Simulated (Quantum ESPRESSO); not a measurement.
Crystal: SiO2.

```
Si O
1.0
    -2.83790    2.83790    5.66021
     2.83790   -2.83790    5.66021
     2.83790    2.83790   -5.66021
Si O
4 8
Cartesian
  0.7868 4.2568 1.4151
  4.2568 0.7868 -1.4151
  -1.4189 2.0511 4.2452
  2.0511 -1.4189 7.0753
  0.0000 2.8379 1.5138
  4.0745 1.2366 2.8301
  1.6013 -1.2366 2.8301
  0.0000 0.0000 1.3163
  0.0000 0.0000 10.0042
  0.0000 2.8379 4.1464
  1.2366 -1.2366 5.6602
  -1.2366 1.2366 5.6602
```

The cell comes from a database or a generator and needn't be the stable form of this composition.

* Program: Quantum ESPRESSO 7.5
* Task: single point
* Functional: PBE
* Potentials or basis: SSSP 1.3 efficiency PBE
* Cutoff: 748 eV
* Density cutoff: 5987 eV
* k mesh: 7 × 7 × 7
* Occupations: fermi-dirac, width 0.05 eV
* Spin: no spin polarisation

On this cell: pressure 0.2 GPa; largest force 0.025 eV/Å; band gap on the k mesh 4.84 eV, direct.

The same run follows on a disturbed copy (atoms moved at random, drawn with an rms of 0.05 Å):

```
CELL_PARAMETERS angstrom
-2.83790 2.83790 5.66021
2.83790 -2.83790 5.66021
2.83790 2.83790 -5.66021
ATOMIC_POSITIONS crystal
Si 0.87564 0.26582 0.89104
Si 0.01224 0.62961 0.88713
Si 0.72792 0.13023 0.11283
Si 0.37123 0.98329 0.11100
O 0.63052 0.13569 0.49401
O 0.47048 0.97042 0.94250
O 0.02958 0.54004 0.06928
O 0.11297 0.11059 0.99296
O 0.88514 0.89088 0.01176
O 0.87144 0.36800 0.51255
O 0.27899 0.71285 0.99341
O 0.70676 0.27758 0.98676
```

What changes?

The energy moves by +15.8 meV/atom; pressure 0.0 GPa; largest force 2.164 eV/Å; band gap on the k mesh 4.74 eV, direct.

Forces in eV/Å, atoms in the order of the input:
```
Si  -0.140 -0.736  0.407
Si   1.477  0.394 -1.436
Si  -0.289  1.083  1.013
Si  -0.166 -0.112  0.836
O    0.692  1.227 -0.348
O   -0.048 -0.705 -0.853
O   -0.472  0.020 -0.316
O    0.353 -0.504 -0.025
O   -0.072 -0.077  0.292
O   -1.618 -1.402  0.311
O    0.043  0.364  0.463
O    0.240  0.448 -0.343
```

Stress tensor (GPa, compression positive):
```
-0.51  0.76  0.41
 0.76 -0.15  1.70
 0.41  1.70  0.52
```

Caveats: an odd mesh through Γ misses points on the zone boundary, where band edges often lie.
